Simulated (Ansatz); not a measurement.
# FeO (Wuestite) (R-3m) in Ansatz: single point with PBE

Aim: the single point of FeO (Wuestite) with PBE.

Program: Ansatz 0.2.0. These are calculated values, not measurements. Logs are shortened: lines on timing, memory, paths and dates and some standing lists are left out, and cuts for length are marked.

## Step 1: Starting point

Symmetry: R-3m, No. 166, trigonal system. Conventional cell: a = 3.038 Å, b = 3.038 Å, c = 7.559 Å, α = 90.00°, β = 90.00°, γ = 120.00°. Fe (site symmetry -3m) has 6 O at 2.16 Å as nearest neighbours. O (site symmetry -3m) has 6 Fe at 2.16 Å as nearest neighbours.

## Step 2: Single point, PBE, collinear spin, ferromagnetic start

The input, input.yaml:

```yaml
crystal:
  lattice:
    - [1.5188209023, 0.8768916568, 2.5195772846]
    - [-1.5188209023, 0.8768916568, 2.5195772846]
    - [0.0, -1.7537833136, 2.5195772846]
  atoms:
    - { symbol: Fe, position: [0.0, 0.0, 0.0], spin: 4.5 }
    - { symbol: O, position: [0.5, 0.5, 0.5] }
hamiltonian:
  xc: pbe
  pseudopotentials: { kind: paw }
magnetization:
  spin_polarized: true
kpoints:
  mp_grid: { grid: [11, 11, 11] }
scf:
  occupations: { method: fermi_dirac, width: 0.05 }
output:
  forces: true
  stress: true
  eigenvalues: true
  write_density: true
  write_potential: true
  elf: true
  volumetric_format: npy
```

Potentials or basis: Ansatz PAW.

Command:

```
$ ansatz run input.yaml --threads 2 --pin off --max-ram 5120MiB --backend cpu --events-out ev --progress --plain --runs-dir out
```

Log:

```text
Warning: where an SCF of this run starts from atoms to list the orders of its open shells, Fe (site 0, from 0) starts with 4.00 μB on its 3d shell, in the place of the 4.50 μB that the deck gives it: its open shells can hold no more by Hund's first rule. To start from spheres of the given moment, type scf.initial_density.shell_occupations: []
Warning: RAYON_NUM_THREADS=2 ignored (pool sized by the plan → 2); use --threads N
Engine: ansatz 0.2.0, aarch64-unknown-linux-gnu
Pseudopotentials: kind: paw
Pseudopotential: Fe, paw, valence charge 16, recommended cutoff 420 eV (normal), Fe.paw.azcp
Pseudopotential: O, paw, valence charge 6, recommended cutoff 420 eV (normal), O.paw.azcp
Functional definition: PBE
  parameter kappa = 0.804
  parameter beta = 0.06672455060314922
  exchange = pbe_x(kappa = kappa, mu = beta*pi^2/3)
  correlation = pbe_c(beta = beta)
Crystal: 2 atoms, lattice volume = 20.134 Å³
Basis set: ecut = 420 eV, 399 PW (Γ), exchange–correlation on 48×48×48 points (8 copies of the dense FFT grid, shifted against one another)
Bands: 18, of which v1, the nominal top of the filled ones, is band 11 counted from 1 (10 counted from 0)
Symmetry: 12 space group operations
Space group: R-3m (ITA 166), of the structure as read, at distance tolerance 2.7e-5 Å
Magnetic group: BNS 166.97 (UNI 1327), of the structure as read, at distance tolerance 2.7e-5 Å
k-points: 146 of 1331
Non-local potential: Fe, projectors of the file, l = 0: 3, l = 1: 2, l = 2: 3, l = 3: 1
Non-local potential: O, projectors of the file, l = 0: 2, l = 1: 2, l = 2: 1
PAW form: soft (Blöchl's): semilocal exchange-correlation on the pseudo side does not see the compensation charge
PAW one-centre angular grid: Fe, 590 points (default); XC on 64 Gauss nodes
PAW one-centre angular grid: O, 110 points (default); XC on 64 Gauss nodes
Initial density: superposition of atomic densities (chi_scale 0.1, normalization cell, long waves kept (reshape's long-wave potential 0.00 eV rms))
Starting moments: Σ|m| = 4.5 μB on 1 of 2 sites
Initial wavefunctions: pseudopotential atomic-orbital guess
Functional: x = pbe(κ = 0.804, μ = 0.2195149727645171), c = pbe(β = 0.06672455060314922)
SCF iter   1: F=—  HF=-5046.966736 eV  |F-HF|=—  |Δ(HF+E_count)|=         —  Δρ=8.06e-2 (↑7.09e-2 ↓8.06e-2)  dr2=3.10e0  dr2_m=1.51e-1  M=3.877 μB ∫|m|=3.877 μB  β_m=0.30  ethr=3.10e-3  ⟨swp⟩=4.4  Hψ=21291  notcnv=0
Mixer restart at iter 1: flushing history
preconditioner: auto → none  [metal: Δε(μ)=0.006 eV  Ē_g=14.790 eV  σ=0.050 eV  W_gap=0.03  n_scr=8 (ndim 8)  ℏωp=31.0 eV  f_vac=0.000  D(μ)=2.28/eV (n_scr^D=26)  sad-step TF]
SCF iter   2: F=—  HF=-5046.956671 eV  |F-HF|=—  |Δ(HF+E_count)|=   1.01e-2  Δρ=3.91e-2 (↑3.91e-2 ↓3.45e-2)  dr2=5.25e-1  dr2_m=1.03e-1  M=4.001 μB ∫|m|=4.001 μB  β_m=0.39  ethr=3.10e-3  ⟨swp⟩=2.6  Hψ=11461  notcnv=0  defer=308
SCF iter   3: F=—  HF=-5047.071934 eV  |F-HF|=—  |Δ(HF+E_count)|=   1.15e-1  Δρ=1.92e-2 (↑1.27e-2 ↓1.92e-2)  dr2=5.89e-2  dr2_m=2.52e-2  M=4.001 μB ∫|m|=4.004 μB  β_m=0.52  ethr=2.39e-3  ⟨swp⟩=2.1  Hψ=9120  notcnv=0  defer=311
SCF iter   4: F=—  HF=-5047.098942 eV  |F-HF|=—  |Δ(HF+E_count)|=         —  Δρ=6.18e-3 (↑6.18e-3 ↓5.89e-3)  dr2=2.70e-3  dr2_m=5.42e-3  M=4.001 μB ∫|m|=4.009 μB  β_m=0.52  ethr=2.68e-4  ⟨swp⟩=2.8  Hψ=9317  notcnv=0  defer=311
Mixer restart at iter 4: flushing history
SCF iter   5: F=—  HF=-5047.112262 eV  |F-HF|=—  |Δ(HF+E_count)|=   1.33e-2  Δρ=4.70e-3 (↑4.70e-3 ↓2.84e-3)  dr2=2.97e-3  dr2_m=1.38e-3  M=4.001 μB ∫|m|=4.011 μB  β_m=0.76  ethr=1.23e-5  ⟨swp⟩=2.3  Hψ=10317  notcnv=0  defer=307
SCF iter   6: F=—  HF=-5047.120901 eV  |F-HF|=—  |Δ(HF+E_count)|=   8.64e-3  Δρ=2.16e-3 (↑1.98e-3 ↓2.16e-3)  dr2=1.43e-3  dr2_m=3.03e-4  M=4.001 μB ∫|m|=4.012 μB  β_m=0.72  ethr=1.23e-5  ⟨swp⟩=2.3  Hψ=9935  notcnv=0  defer=318
SCF iter   7: F=—  HF=-5047.121207 eV  |F-HF|=—  |Δ(HF+E_count)|=   3.06e-4  Δρ=6.44e-4 (↑3.17e-4 ↓6.44e-4)  dr2=1.30e-4  dr2_m=5.76e-6  M=4.001 μB ∫|m|=4.013 μB  β_m=0.74  ethr=6.48e-6  ⟨swp⟩=2.4  Hψ=9415  notcnv=0  defer=318
SCF iter   8: F=—  HF=-5047.121180 eV  |F-HF|=—  |Δ(HF+E_count)|=   2.72e-5  Δρ=2.97e-4 (↑2.97e-4 ↓1.07e-4)  dr2=2.16e-5  dr2_m=2.20e-6  M=4.001 μB ∫|m|=4.013 μB  β_m=0.64  ethr=5.90e-7  ⟨swp⟩=2.5  Hψ=8195  notcnv=0  defer=318
SCF iter   9: F=—  HF=-5047.121188 eV  |F-HF|=—  |Δ(HF+E_count)|=   8.70e-6  Δρ=7.71e-5 (↑7.71e-5 ↓3.71e-5)  dr2=8.74e-7  dr2_m=3.45e-7  M=4.001 μB ∫|m|=4.013 μB  β_m=0.82  ethr=9.81e-8  ⟨swp⟩=2.1  Hψ=7189  notcnv=0  defer=318
SCF iter  10: F=—  HF=-5047.121188 eV  |F-HF|=—  |Δ(HF+E_count)|=   2.35e-8  Δρ=8.66e-6 (↑4.70e-6 ↓8.66e-6)  dr2=5.69e-9  dr2_m=5.18e-9  M=4.001 μB ∫|m|=4.013 μB  β_m=0.91  ethr=3.97e-9  ⟨swp⟩=2.5  Hψ=8086  notcnv=0  defer=318
SCF iter  11: F=-5047.121188 eV  HF=-5047.121188 eV  |F-HF|=1.46e-10  |Δ(HF+E_count)|=   8.66e-9  Δρ=3.81e-6 (↑9.21e-7 ↓3.81e-6)  dr2=1.08e-9  dr2_m=7.36e-10  M=4.001 μB ∫|m|=4.013 μB  ethr=2.58e-11  ⟨swp⟩=8.9  Hψ=29916  notcnv=0
SCF 1 converged in 11 iterations: F = -5047.121188 eV  dr2 = 1.08e-9
SCF converged after 11 iterations
Magnetization: 4.0010 μB (13.0005 up, 8.9995 down)
Absolute magnetization: 4.0130 μB (∫|ρ↑−ρ↓|, with the PAW one-centre terms)
Spin contamination: 0.0111 ħ² per cell (⟨S²⟩ above its minimum at these occupations)
Per-site moments (μB) at R_I (Å): [(3.451896687293505, 0.8907348275319251), (0.3199041079157844, 0.8907348275319251)]
Free energy (F): -5047.121188 eV
Harris-Foulkes:  -5047.121188 eV  (|F-HF|=1.46e-10)
Internal energy: -5047.109555 eV  (E = F + TS)
E sigma→0 (E₀):  -5047.115372 eV
Entropy (-TS):   -0.011633 eV (-5.816 meV/atom)
Fermi energy:    14.523045 eV
--- Per-component energies (eV) ---
  E_band       = -268.810725
  E_kinetic    = 514.946590
  E_local      = -2605.934674  (includes V_loc(G=0)·N_el)
  E_nonlocal   = 279.421512
  E_hartree    = 1062.611864
  E_xc         = -187.867425
  E_vxc        = -240.910881  (∫ρ·V_xc dr)
  E_paw        = -1529.421354  (= ΣΔE_a)
  E_vpaw       = -341.560901  (= ΣTr[D̂ρ^β])
  E_aug_tail   = 0.003363  (compensation charges beyond the density's cutoff)
  E_ewald      = -2580.869431
  E_smearing   = -0.011633  (= −TS)
  E_closure    = 0.000000  (closes the sum)
  Σ components = -5047.121188   (vs F -5047.121188, Δ=0.00e0)
--- Forces (eV/Å), atoms counted from 1 ---
  atom   1  Fe    -0.00000000     0.00000000    -0.00000000
  atom   2  O      0.00000000    -0.00000000     0.00000000
  max |Σ_I F_I| component: 3.94e-31 eV/Å
--- Stress (GPa, compression-positive) ---
       -0.875650       0.000000       0.000000
        0.000000      -0.875650       0.000000
        0.000000       0.000000      -1.817365
  P = ⅓ Tr σ = -1.1896 GPa (-11.896 kbar)
--- Band table (eV; the first three rows and the last of 292) ---
  k-point 0 ↑: bands = ["-75.3808", "-41.4226", "-41.4080", "-41.4080", "-6.2339", "10.5941", "10.6099", "10.6731", "10.6731", "10.6940", "10.6940", "10.8487", "10.8487", "14.4906", "29.7056", "31.1494", "31.5558", "31.5558"]
  k-point 1 ↑: bands = ["-75.3804", "-41.4235", "-41.4118", "-41.4086", "-6.1515", "9.7871", "9.8504", "9.9184", "10.7034", "10.7447", "11.0277", "11.6176", "11.6484", "15.0786", "28.4255", "30.9426", "31.2775", "31.9953"]
  k-point 2 ↑: bands = ["-75.3792", "-41.4282", "-41.4197", "-41.4103", "-5.9226", "8.5479", "9.0935", "9.1728", "10.8660", "10.9090", "11.2390", "12.4778", "12.4928", "16.2710", "26.4203", "29.9569", "30.2224", "32.4108"]
  k-point 145 ↓: bands = ["-71.2123", "-37.3996", "-37.3513", "-37.3483", "-4.5421", "6.5882", "9.3067", "9.4289", "14.8272", "14.8902", "15.0521", "16.9121", "17.2371", "19.6873", "23.7171", "27.3186", "28.2247", "35.9486"]
```

Run time: 5 s. Hardware: 2 threads of Arm Neoverse V2, shared host; peak memory 0.36 GiB.

What came out:

- Free energy: -5047.1212 eV
- Pressure: -1.2 GPa
- Band gap on the k mesh: none (metal or under the smearing width)
- Net moment: 4.00 μB per cell
- Absolute moment: 4.01 μB per cell
- Site moments: Fe +3.45; O +0.32 μB

Caveat: the pressure holds a Pulay correction of +0.6 GPa for the finite cutoff; a cell with one magnetic atom can't hold antiferromagnetic order, which such compounds often take; semilocal functionals often make such compounds metallic where correlation or magnetic order opens a gap, which also shifts bond lengths. With open d or f shells a metallic result of PBE can be an artefact of self-interaction; +U or a hybrid may open a gap.
